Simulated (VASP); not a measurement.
# BN in VASP: further runs

One slab, BN, is run at these levels: rev-vdW-DF2, PBE+D3(BJ); tasks: relaxation of cell and atoms.

All numbers are computed with VASP 6.6.1; they aren't measurements. Logs are shortened: lines on timing, memory, paths and dates and some standing lists are left out, and cuts for length are marked.

## 1. The slab as given

The cell holds a slab with vacuum, 4 atoms: a = 2.498 Å, b = 2.498 Å, c = 21.318 Å, α = 90.00°, β = 90.00°, γ = 120.00°.

## 2. Relaxation of cell and atoms, rev-vdW-DF2

Contents of INCAR:

```
  PREC = Accurate
  ENCUT = 600
  EDIFF = 1E-6
  ISMEAR = 0
  SIGMA = 0.03
  LREAL = F
  LASPH = T
  NELM = 80
  ALGO = Normal
  ISIF = 3
  LWAVE = F
  LCHARG = F
  GGA = MK
  LUSE_VDW = T
  AGGAC = 0.0
  PARAM1 = 0.1234
  PARAM2 = 0.711357
  ZAB_VDW = -1.8867
  IBRION = 2
  NSW = 90
  EDIFFG = -0.01
  LATTICE_CONSTRAINTS = .TRUE. .TRUE. .FALSE.
```

Contents of KPOINTS:

```
Automatic mesh
0
Gamma
  15 15 1
```

Contents of POSCAR:

```
BN
1.0
    2.4982400000      0.0000000000      0.0000000000
   -1.2491200000      2.1635393000      0.0000000000
    0.0000000000      0.0000000000     21.3178500000
B N
2 2
Direct
    0.6666666700      0.3333333300      0.4221814100
    0.3333333300      0.6666666700      0.5778185900
    0.3333333300      0.6666666700      0.4221814100
    0.6666666700      0.3333333300      0.5778185900
```

Potentials or basis: VASP PAW PBE potentials, release 64 (B, N).

Run with:

```
$ cat potpaw_PBE.64/B/POTCAR potpaw_PBE.64/N/POTCAR > POTCAR
$ mpirun -np 1 vasp_std > vasp.out
```

OUTCAR:

```text
PREC = Accurate
   ENCUT = 600
   EDIFF = 1E-6
   ISMEAR = 0
   LREAL = F
   LASPH = T
   NELM = 80
   ISIF = 3
   GGA = MK
   IBRION = 2
   NSW = 90
   EDIFFG = -0.01

 ion  position               nearest neighbor table
   1  0.667  0.333  0.422-   3 1.44   3 1.44   3 1.44
   2  0.333  0.667  0.578-   4 1.44   4 1.44   4 1.44
   3  0.333  0.667  0.422-   1 1.44   1 1.44   1 1.44
   4  0.667  0.333  0.578-   2 1.44   2 1.44   2 1.44

  LATTYP: Found a hexagonal cell.
 ALAT       =     2.4982400000
 C/A-ratio  =     8.5331473357

  Lattice vectors:

 A1 = (   2.4982400000,   0.0000000000,   0.0000000000)
 A2 = (  -1.2491200000,   2.1635393000,   0.0000000000)
 A3 = (   0.0000000000,   0.0000000000,  21.3178500000)

Analysis of symmetry for initial positions (statically):
=====================================================================
 Subroutine PRICEL returns:
 Original cell was already a primitive cell.

 Routine SETGRP: Setting up the symmetry group for a
 hexagonal supercell.

 Subroutine GETGRP returns: Found 12 space group operations
 (whereof 12 operations were pure point group operations)
 out of a pool of 24 trial point group operations.

The static configuration has the point symmetry D_3d.

Analysis of symmetry for dynamics (positions and initial velocities):
=====================================================================
 Subroutine PRICEL returns:
 Original cell was already a primitive cell.

 Routine SETGRP: Setting up the symmetry group for a
 hexagonal supercell.

 Subroutine GETGRP returns: Found 12 space group operations
 (whereof 12 operations were pure point group operations)
 out of a pool of 24 trial point group operations.

The dynamic configuration has the point symmetry D_3d.

 Subroutine INISYM returns: Found 12 space group operations
 (whereof 12 operations are pure point group operations),
 and found     1 'primitive' translations

----------------------------------------------------------------------------------------

                                     Primitive cell

  volume of cell :     115.2238

  direct lattice vectors                    reciprocal lattice vectors
     2.498240000  0.000000000  0.000000000     0.400281798  0.231102805  0.000000000
    -1.249120000  2.163539300  0.000000000     0.000000000  0.462205609  0.000000000
     0.000000000  0.000000000 21.317850000     0.000000000  0.000000000  0.046909046

  length of vectors
     2.498240000  2.498239996 21.317850000     0.462205608  0.462205609  0.046909046

  position of ions in fractional coordinates (direct lattice)
     0.666666670  0.333333330  0.422181410
     0.333333330  0.666666670  0.577818590
     0.333333330  0.666666670  0.422181410
     0.666666670  0.333333330  0.577818590

  ion indices of the primitive-cell ions
   primitive index   ion index
                 1           1
                 2           2
                 3           3
                 4           4

----------------------------------------------------------------------------------------

 KPOINTS: Automatic mesh

Automatic generation of k-mesh.
 Grid dimensions read from file:
 generate k-points for:   15   15    1

 Generating k-lattice:

  Cartesian coordinates                     Fractional coordinates (reciprocal lattice)
     0.026685453  0.015406854  0.000000000     0.066666667  0.000000000  0.000000000
     0.000000000  0.030813707  0.000000000     0.000000000  0.066666667  0.000000000
     0.000000000  0.000000000  0.046909046     0.000000000  0.000000000  1.000000000

  Length of vectors
     0.030813707  0.030813707  0.046909046

  Shift w.r.t. Gamma in fractional coordinates (k-lattice)
     0.000000000  0.000000000  0.000000000

 Subroutine IBZKPT returns following result:
 ===========================================

 Found     27 irreducible k-points:

 Following reciprocal coordinates:
            Coordinates               Weight
  0.000000  0.000000  0.000000      1.000000
  0.066667 -0.000000  0.000000      6.000000
  0.133333 -0.000000  0.000000      6.000000
  0.200000 -0.000000  0.000000      6.000000
  0.266667 -0.000000  0.000000      6.000000
  0.333333 -0.000000  0.000000      6.000000
[... 16 lines left out ...]
  0.333333  0.200000  0.000000     12.000000
  0.400000  0.200000  0.000000      6.000000
 [... further k-points ...]
   k-points           NKPTS =     27   k-points in BZ     NKDIM =     27   number of bands    NBANDS=     12
   number of dos      NEDOS =    301   number of ions     NIONS =      4
   total plane-waves  NPLWV =  72000
   dimension x,y,z NGX =    20 NGY =   20 NGZ =  180
   dimension x,y,z NGXF=    40 NGYF=   40 NGZF=  360
   ions per type =               2   2
   NGX,Y,Z   is equivalent  to a cutoff of  13.31, 13.31, 14.04 a.u.
   NGXF,Y,Z  is equivalent  to a cutoff of  26.62, 26.62, 28.07 a.u.
 SYSTEM =  unknown system
   PREC   = accura    normal or accurate (medium, high low for compatibility)
   ISTART =      0    job   : 0-new  1-cont  2-samecut
   ICHARG =      2    charge: 1-file 2-atom 10-const
   ISPIN  =      1    spin polarized calculation?
   LNONCOLLINEAR =      F non collinear calculations
   LSORBIT =      F    spin-orbit coupling
   LASPH  =      T    aspherical Exc in radial PAW
   ENCUT  =  600.0 eV  44.10 Ry    6.64 a.u.   4.99  4.99 42.58*2*pi/ulx,y,z
   NELM   =     80;   NELMIN=  2; NELMDL= -5     # of ELM steps
   EDIFF  = 0.1E-05   stopping-criterion for ELM
   LREAL  =      F    real-space projection
   EDIFFG = -.1E-01   stopping-criterion for IOM
   NSW    =     90    number of steps for IOM
   IBRION =      2    ionic relax: 0-MD 1-quasi-New 2-CG
   NFREE  =      1    steps in history (QN), initial steepest desc. (CG)
   ISIF   =      3    stress and relaxation
   ISYM   =      2    0-nonsym 1-usesym 2-fastsym
   POTIM  = 0.5000    time-step for ionic-motion
   TEBEG  =    0.0;   TEEND  =   0.0 temperature during run
   PSTRESS=    0.0 pullay stress
   NELECT =      16.0000    total number of electrons
   NUPDOWN=      -1.0000    fix difference up-down
   EMIN   =  10.00;   EMAX   =-10.00  energy-range for DOS
   EFERMI =   0.00;   METHOD = LEGACY
   ISMEAR =     0;   SIGMA  =   0.03  broadening in eV -4-tet -1-fermi 0-gaus
   EFERMI_NEDOS =   21; number of points for ismear=-14 and -15
   IALGO  =     38    algorithm
   IMIX   =      4    mixing-type and parameters
     AMIX     =   0.40;   BMIX     =  1.00
     AMIX_MAG =   1.60;   BMIX_MAG =  1.00
  volume/ion in A,a.u.               =      28.81       194.39
  Fermi-wavevector in a.u.,A,eV,Ry     =   0.847749  1.602014  9.778217  0.718679
  Thomas-Fermi vector in A             =   1.963304
   LORBIT       =      0    0 simple, 1 ext, 2 COOP (PROOUT), +10 PAW based schemes
   GGA     = MK    functional components
   LHFCALC =     F    Hartree Fock is set to
   AEXX    =    0.0000 exact exchange contribution
   IVDW_NL    =     1    kernel type
   BPARAM     = 6.3000
   IVDW    =     0    specifies the selected vdW correction
   LEPSILON=     F    determine dielectric tensor
   LRPA    =     F    only Hartree local field effects (RPA)
 conjugate gradient relaxation of ions
 non-spin polarized calculation
 Gauss-broadening in eV      SIGMA  =   0.03
  energy-cutoff  :      600.00
  volume of cell :      115.22
 maximum number of plane-waves:      3909
 NGX is ok and might be reduce to    20
   NGX =  9   NGY =  9   NGZ = 85

--------------------------------------- Ionic step        1  -------------------------------------------

 number of electron      15.9999999 magnetization

 Free energy of the ion-electron system (eV)
  ---------------------------------------------------
  ext. energy  EPLUGINS =         0.00000000
  ---------------------------------------------------
  free energy    TOTEN  =       -31.78142418 eV

  energy without entropy =      -31.78142418  energy(sigma->0) =      -31.78142418

------------------------ aborting loop because EDIFF is reached ----------------------------------------

  FORCE on cell =-STRESS in cart. coord.  units (eV):
  Direction    XX          YY          ZZ          XY          YZ          ZX
  --------------------------------------------------------------------------------------
  -------------------------------------------------------------------------------------
  Total        1.0926670      1.0926670     -0.0956638     -0.0000000     -0.0000000      0.0000000
  in kB       15.1934385     15.1934384     -1.3301972     -0.0000000     -0.0000000      0.0000000
  external PRESSURE =       9.6855599 kB  Pullay stress =       0.0000000 kB
[... 145 lines left out ...]
Total vdW correction in eV:      2.5448151

--------------------------------------- Ionic step        5  -------------------------------------------

 number of electron      16.0000000 magnetization

 Free energy of the ion-electron system (eV)
  ---------------------------------------------------
  ext. energy  EPLUGINS =         0.00000000
  ---------------------------------------------------
  free energy    TOTEN  =       -31.78632189 eV

  energy without entropy =      -31.78632189  energy(sigma->0) =      -31.78632189

 E-fermi :  -3.2759     XC(G=0):  -3.9191

 val. band max:       -3.4928392185   @ k =   0.3333   0.3333   0.0000
 cond. band min:       1.0054807300   @ k =   0.4667   0.0667   0.0000
 fundamental gap:      4.4983199485
 Fermi energy:        -3.2758568172

 k-point     1 :       0.0000    0.0000    0.0000
  band No.  band energies     occupation
      1     -21.0845      2.00000
      2     -20.9306      2.00000
      3      -9.2218      2.00000
      4      -8.1353      2.00000
      5      -4.8423      2.00000
      6      -4.8423      2.00000
      7      -4.8232      2.00000
      8      -4.8232      2.00000
      9       1.0068      0.00000
     10       1.4917      0.00000
     11       2.2822      0.00000
     12       3.2090      0.00000
[... 331 lines left out ...]
 k-point    24 :       0.4000    0.2000    0.0000
  band No.  band energies     occupation
      1     -17.6364      2.00000
      2     -17.6074      2.00000
      3     -11.8542      2.00000
      4     -11.8095      2.00000
      5      -9.3719      2.00000
      6      -9.3330      2.00000
      7      -4.0827      2.00000
      8      -3.6879      2.00000
      9       1.1667      0.00000
     10       1.5808      0.00000
     11       8.3680      0.00000
     12       8.7520      0.00000

 [... further k-points ...]

------------------------ aborting loop because EDIFF is reached ----------------------------------------

  FORCE on cell =-STRESS in cart. coord.  units (eV):
  Direction    XX          YY          ZZ          XY          YZ          ZX
  --------------------------------------------------------------------------------------
  -------------------------------------------------------------------------------------
  Total        0.0148701      0.0148701     -0.0945590      0.0000000      0.0000000      0.0000000
  in kB        0.2049462      0.2049462     -1.3032566      0.0000000      0.0000000      0.0000000
  external PRESSURE =      -0.2977880 kB  Pullay stress =       0.0000000 kB
[... 19 lines left out ...]
  FREE ENERGIE OF THE ION-ELECTRON SYSTEM (eV)
  ---------------------------------------------------
  free  energy   TOTEN  =       -31.7863218898 eV

  energy  without entropy=      -31.7863218898  energy(sigma->0) =      -31.78632189

Total vdW correction in eV:      2.5447555

 reached required accuracy - stopping structural energy minimisation
```

Wall time 9.3 min (1 thread of Intel Xeon Platinum 8488C (Sapphire Rapids), shared host); peak memory 0.62 GiB.

What came out:

| Property | Result |
| --- | --- |
| Free energy | -31.7863 eV |
| Relaxed volume | 29.06 Å³/atom |
| Relaxed cell | a = 2.509 Å, b = 2.509 Å, c = 21.318 Å, α = 90.00°, β = 90.00°, γ = 120.00° |
| Space group after relaxing (to 0.05 Å) | P-3m1 (No. 164) |
| Energy gained by relaxing | 1.2 meV/atom |
| Ionic steps | 5 |
| Largest force after relaxing | 0.005 eV/Å |
| Band gap on the k mesh | 4.50 eV, indirect (least direct gap 4.74 eV) |

Forces on the atoms (eV/Å):
```
B    0.000  0.000  0.002
B    0.000  0.000 -0.002
N    0.000  0.000  0.005
N    0.000  0.000 -0.005
```

The path:
```csv
step,energy change (eV),largest force (eV/Å),pressure (GPa),volume (Å³)
1,0.0000,0.0228,0.97,115.22
2,0.0128,0.0099,-1.88,118.28
3,-0.0049,0.0142,-0.05,116.27
4,-0.0049,0.0144,-0.04,116.25
5,-0.0049,0.0050,-0.03,116.25
```

Final structure:
```yaml
crystal:
  lattice:
    - [2.50931, 0.00000, 0.00000]
    - [-1.25466, 2.17313, 0.00000]
    - [0.00000, 0.00000, 21.31785]
  atoms:
    - { symbol: B, position: [0.66667, 0.33333, 0.42223] }
    - { symbol: B, position: [0.33333, 0.66667, 0.57777] }
    - { symbol: N, position: [0.33333, 0.66667, 0.42216] }
    - { symbol: N, position: [0.66667, 0.33333, 0.57784] }
```

Caveat: the PAW data sets were made with another functional, which shifts forces and pressure a little. Zero-point motion and thermal expansion aren't in these numbers.

## 3. Relaxation of cell and atoms, rev-vdW-DF2

This run uses another cell than the first one, of 29.06 Å³/atom, 1.009 times its volume.

INCAR, as its differences from that of step 2:

```diff
@@ -2,3 +2,3 @@
   ENCUT = 600
-  EDIFF = 1E-6
+  EDIFF = 1E-7
   ISMEAR = 0
@@ -20,3 +20,3 @@
   NSW = 90
-  EDIFFG = -0.01
+  EDIFFG = -0.005
   LATTICE_CONSTRAINTS = .TRUE. .TRUE. .FALSE.
```

KPOINTS is that of step 2.

Contents of POSCAR:

```
BN                                      
1.0
    2.5093120056     -0.0000000000      0.0000000000
   -1.2546560028      2.1731279380      0.0000000000
    0.0000000000      0.0000000000     21.3178500000
  B               N             
     2     2
Direct
     0.6666666699999979    0.3333333300000021    0.4222266366368180
     0.3333333300000021    0.6666666699999979    0.5777733633631820
     0.3333333300000021    0.6666666699999979    0.4221559109041638
     0.6666666699999979    0.3333333300000021    0.5778440890958363
```

Potentials or basis: VASP PAW PBE potentials, release 64 (B, N).

Run with:

```
$ cat potpaw_PBE.64/B/POTCAR potpaw_PBE.64/N/POTCAR > POTCAR
$ mpirun -np 1 vasp_std > vasp.out
```

Wall time 5.6 min (1 thread of Intel Xeon Platinum 8488C (Sapphire Rapids), shared host); peak memory 0.63 GiB.

It converged, with:

| Property | Result |
| --- | --- |
| Free energy | -31.7872 eV |
| Relaxed volume | 29.07 Å³/atom |
| Relaxed cell | a = 2.510 Å, b = 2.510 Å, c = 21.318 Å, α = 90.00°, β = 90.00°, γ = 120.00° |
| Space group after relaxing (to 0.05 Å) | P-3m1 (No. 164) |
| Energy gained by relaxing | 0.0 meV/atom |
| Ionic steps | 3 |
| Largest force after relaxing | 0.005 eV/Å |
| Band gap on the k mesh | 4.50 eV, indirect (least direct gap 4.74 eV) |

Forces on the atoms (eV/Å):
```
B    0.000  0.000  0.003
B    0.000  0.000 -0.003
N    0.000  0.000  0.005
N    0.000  0.000 -0.005
```

Final structure:
```yaml
crystal:
  lattice:
    - [2.50951, 0.00000, 0.00000]
    - [-1.25476, 2.17330, 0.00000]
    - [0.00000, 0.00000, 21.31785]
  atoms:
    - { symbol: B, position: [0.66667, 0.33333, 0.42223] }
    - { symbol: B, position: [0.33333, 0.66667, 0.57777] }
    - { symbol: N, position: [0.33333, 0.66667, 0.42216] }
    - { symbol: N, position: [0.66667, 0.33333, 0.57784] }
```

Levels at points of the mesh, in eV from the valence-band top:
```tsv
k point	band 5	band 6	band 7	band 8	band 9	band 10	band 11	band 12
(0.00, 0.00, 0.00)	-1.35	-1.35	-1.33	-1.33	4.50	4.99	5.78	6.73
```

Caveat: the PAW data sets were made with another functional, which shifts forces and pressure a little.

[end of part 1 of 2]
